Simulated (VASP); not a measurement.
# Hf (P6_3/mmc) in VASP: settings compared

Aim: see how the results for Hf move with the level of theory and the settings. Levels: r2SCAN+rVV10, PBE+D3(BJ). Tasks: electric field gradients, optical spectrum.

Everything below comes from runs of VASP 6.6.1. Logs are shortened: lines on timing, memory, paths and dates and some standing lists are left out, and cuts for length are marked.

## Step 1: The crystal as given

Symmetry: P6_3/mmc, No. 194, hexagonal system. The conventional cell has a = 3.197 Å, b = 3.197 Å, c = 5.058 Å, α = 90.00°, β = 90.00°, γ = 120.00°. Hf (site symmetry -6m2) has 12 Hf at 3.13 to 3.20 Å as nearest neighbours.

## Step 2: Electric field gradients, r2SCAN+rVV10

The input, INCAR:

```
PREC = Accurate
ENCUT = 520
EDIFF = 1E-8
ISMEAR = 1
SIGMA = 0.1
LREAL = F
LASPH = T
NELM = 80
ALGO = Normal
ISIF = 2
LWAVE = F
LCHARG = F
METAGGA = R2SCAN
LMIXTAU = T
LUSE_VDW = T
IVDW_NL = 2
BPARAM = 11.95
CPARAM = 0.0093
LEFG = T
```

The input, KPOINTS:

```
regular mesh
0
Gamma
  10 10 5
```

The input, POSCAR:

```
Hf
1.0
    3.1967000000      0.0000000000      0.0000000000
   -1.5983500000      2.7684234083      0.0000000000
    0.0000000000      0.0000000000      5.0578000000
Hf
2
Direct
    0.6666666667      0.3333333333      0.7500000000
    0.3333333333      0.6666666667      0.2500000000
```

Potentials or basis: VASP PAW PBE potentials, release 64 (Hf_pv).

Command:

```console
$ cat potpaw_PBE.64/Hf_pv/POTCAR > POTCAR
$ mpirun -np 1 vasp_std > vasp.out
```

OUTCAR:

```text
PREC = Accurate
   ENCUT = 520
   EDIFF = 1E-8
   ISMEAR = 1
   LREAL = F
   LASPH = T
   NELM = 80
   ISIF = 2
   METAGGA = R2SCAN
   IVDW_NL = 2
   BPARAM = 11.95

 ion  position               nearest neighbor table
   1  0.667  0.333  0.750-   2 3.13   2 3.13   2 3.13   2 3.13   2 3.13   2 3.13
   2  0.333  0.667  0.250-   1 3.13   1 3.13   1 3.13   1 3.13   1 3.13   1 3.13

  LATTYP: Found a hexagonal cell.
 ALAT       =     3.1967000000
 C/A-ratio  =     1.5821941377

  Lattice vectors:

 A1 = (   3.1967000000,   0.0000000000,   0.0000000000)
 A2 = (  -1.5983500000,   2.7684234083,   0.0000000000)
 A3 = (   0.0000000000,   0.0000000000,   5.0578000000)

Analysis of symmetry for initial positions (statically):
=====================================================================
 Subroutine PRICEL returns:
 Original cell was already a primitive cell.

 Routine SETGRP: Setting up the symmetry group for a
 hexagonal supercell.

 Subroutine GETGRP returns: Found 24 space group operations
 (whereof 12 operations were pure point group operations)
 out of a pool of 24 trial point group operations.

The static configuration has the point symmetry D_3d.
 The point group associated with its full space group is D_6h.

Analysis of symmetry for dynamics (positions and initial velocities):
=====================================================================
 Subroutine PRICEL returns:
 Original cell was already a primitive cell.

 Routine SETGRP: Setting up the symmetry group for a
 hexagonal supercell.

 Subroutine GETGRP returns: Found 24 space group operations
 (whereof 12 operations were pure point group operations)
 out of a pool of 24 trial point group operations.

The dynamic configuration has the point symmetry D_3d.
 The point group associated with its full space group is D_6h.

 Subroutine INISYM returns: Found 24 space group operations
 (whereof 12 operations are pure point group operations),
 and found     1 'primitive' translations

----------------------------------------------------------------------------------------

                                     Primitive cell

  volume of cell :      44.7606

[... 158 lines left out ...]

 val. band max:        4.7877446513   @ k =   0.1000   0.1000   0.0000
 cond. band min:       4.8470802421   @ k =   0.0000   0.0000   0.2000
 fundamental gap:      0.0593355907
 Fermi energy:         4.8214886225

 k-point     1 :       0.0000    0.0000    0.0000
  band No.  band energies     occupation
      1     -27.4070      2.00000
      2     -26.6339      2.00000
      3     -26.6339      2.00000
      4     -26.5120      2.00000
      5     -26.5049      2.00000
      6     -26.5049      2.00000
      7      -2.9476      2.00000
      8       0.9666      2.00000
      9       5.2102     -0.00000
     10       6.1554     -0.00000
     11       6.1554     -0.00000
     12       6.4539     -0.00000
     13       7.0287      0.00000
     14       7.0287      0.00000
[... 649 lines left out ...]
      1     -27.2298      2.00000
      2     -27.1918      2.00000
      3     -26.8902      2.00000
      4     -26.8286      2.00000
      5     -26.6953      2.00000
      6     -26.6394      2.00000
      7       1.7125      2.00000
      8       2.1593      2.00000
      9       3.6495      2.00000
     10       4.1639      2.00000
     11       4.6820      2.06393
     12       4.9087     -0.01268
     13       6.8984      0.00000
     14       7.9664      0.00000

 [... further k-points ...]

------------------------ aborting loop because EDIFF is reached ----------------------------------------

  FORCE on cell =-STRESS in cart. coord.  units (eV):
  Direction    XX          YY          ZZ          XY          YZ          ZX
  --------------------------------------------------------------------------------------
  -------------------------------------------------------------------------------------
  Total       -0.3716937     -0.3716937     -0.6939220      0.0000000     -0.0000000      0.0000000
  in kB      -13.3045349    -13.3045349    -24.8384896      0.0000000     -0.0000000      0.0000000
  external PRESSURE =     -17.1491865 kB  Pullay stress =       0.0000000 kB

 VOLUME and BASIS-vectors are now :
 -----------------------------------------------------------------------------
  energy-cutoff  :      520.00
  volume of cell :       44.76
      direct lattice vectors                 reciprocal lattice vectors
     3.196700000  0.000000000  0.000000000     0.312822598  0.180608211  0.000000000
    -1.598350000  2.768423408  0.000000000     0.000000000  0.361216423  0.000000000
     0.000000000  0.000000000  5.057800000     0.000000000  0.000000000  0.197714421

 POSITION                                       TOTAL-FORCE (eV/Angst)
 -----------------------------------------------------------------------------------
      1.59835      0.92281      3.79335        -0.000000      0.000000      0.000000
     -0.00000      1.84562      1.26445         0.000000     -0.000000      0.000000
 -----------------------------------------------------------------------------------
    total drift:                               -0.000000      0.000000     -0.000000

  FREE ENERGIE OF THE ION-ELECTRON SYSTEM (eV)
  ---------------------------------------------------
  free  energy   TOTEN  =       -89.9429796822 eV

  energy  without entropy=      -89.9437136308  energy(sigma->0) =      -89.94322433

 Electric field gradients (V/A^2)
---------------------------------------------------------------------
 ion       V_xx      V_yy      V_zz      V_xy      V_xz      V_yz
---------------------------------------------------------------------
   1     -42.602   -42.602    85.204     0.000    -0.000     0.000
   2     -42.602   -42.602    85.204     0.000     0.000    -0.000
---------------------------------------------------------------------

 Electric field gradients after diagonalization (V/A^2)
 (convention: |V_zz| > |V_xx| > |V_yy|)
----------------------------------------------------------------------
 ion       V_xx      V_yy      V_zz     asymmetry (V_yy - V_xx)/ V_zz
----------------------------------------------------------------------
   1     -42.602   -42.601    85.204       0.000
   2     -42.602   -42.601    85.204       0.000
----------------------------------------------------------------------

           NMR quadrupolar parameters

 Cq : quadrupolar parameter    Cq=e*Q*V_zz/h
 eta: asymmetry parameters     (V_yy - V_xx)/ V_zz
 Q  : nuclear electric quadrupole moment in mb (millibarn)
----------------------------------------------------------------------
 ion       Cq(MHz)       eta       Q (mb)
----------------------------------------------------------------------
   1       0.206       0.000       1.000
   2       0.206       0.000       1.000
----------------------------------------------------------------------
```

OSZICAR:

```text
N       E                     dE             d eps       ncg     rms          rms(c)
DAV:   1    -0.260418508122E+02   -0.26042E+02   -0.12122E+04  1184   0.141E+03
[... 19 lines left out ...]
DAV:  21    -0.899429796311E+02    0.85145E-05   -0.53990E-08  1452   0.242E-03    0.166E-03
DAV:  22    -0.899429826335E+02   -0.30024E-05   -0.11481E-08   822   0.103E-03    0.193E-03
DAV:  23    -0.899429785283E+02    0.41052E-05   -0.52974E-09   786   0.947E-04    0.459E-04
DAV:  24    -0.899429797062E+02   -0.11779E-05   -0.17096E-09   720   0.416E-04    0.153E-04
DAV:  25    -0.899429797353E+02   -0.29077E-07   -0.20909E-10   714   0.117E-04    0.156E-04
DAV:  26    -0.899429796786E+02    0.56641E-07   -0.41538E-11   684   0.665E-05    0.343E-05
DAV:  27    -0.899429796822E+02   -0.35529E-08   -0.18618E-11   696   0.295E-05
   1 F= -.89942980E+02 E0= -.89943224E+02  d E =0.733949E-03
```

stdout:

```text
POSCAR found type information on POSCAR Hf
 POSCAR found :  1 types and       2 ions
 scaLAPACK will be used
 -----------------------------------------------------------------------------
|                                                                             |
|                                                                             |
|     You have switched on vdW-DFT.                                           |
[... 27 lines left out ...]
Total rVV10 correction in eV:      0.3509966    22.5152504
Total rVV10 correction in eV:      0.3570876    22.5152504
Total rVV10 correction in eV:      0.3535044    22.5152504
Total rVV10 correction in eV:      0.3542422    22.5152504
[... 17 lines left out ...]
Total rVV10 correction in eV:      0.3534581    22.5152504
Total rVV10 correction in eV:      0.3534581    22.5152504
ion   1

ion   2
```

Wall time 6.3 min (1 thread of AMD EPYC 7R43 (Zen 3), shared host); peak memory 0.25 GiB.

Results:

```yaml
Free_energy: -89.9430 eV
Pressure: -1.7 GPa
Band_gap_on_the_k_mesh: none (metal or under the smearing width)
```

Stress tensor (GPa, compression positive):
```
-1.33  0.00  0.00
 0.00 -1.33  0.00
 0.00  0.00 -2.48
```

Levels at points of the mesh, in eV from the Fermi level:
| k point | band 7 | band 8 | band 9 | band 10 | band 11 | band 12 | band 13 | band 14 |
| --- | --- | --- | --- | --- | --- | --- | --- | --- |
| (0.00, 0.00, 0.00) | -7.77 | -3.85 | 0.39 | 1.33 | 1.33 | 1.63 | 2.21 | 2.21 |
| (0.50, 0.00, 0.00) | -3.50 | -2.85 | -2.33 | -1.02 | 0.92 | 0.98 | 1.81 | 6.22 |

Electric field gradients, principal values (V/Å²):
```tsv
atom	Vxx	Vyy	Vzz
1 Hf	-42.601	-42.602	85.204
2 Hf	-42.601	-42.602	85.204
```

Caveat: the PAW data sets were made with another functional, which shifts forces and pressure a little; pairwise dispersion overbinds metals, which lowers pressure and volume. Spin-orbit coupling is left out, which matters for the levels of Hf.

(Part 1 of 2 ends here.)
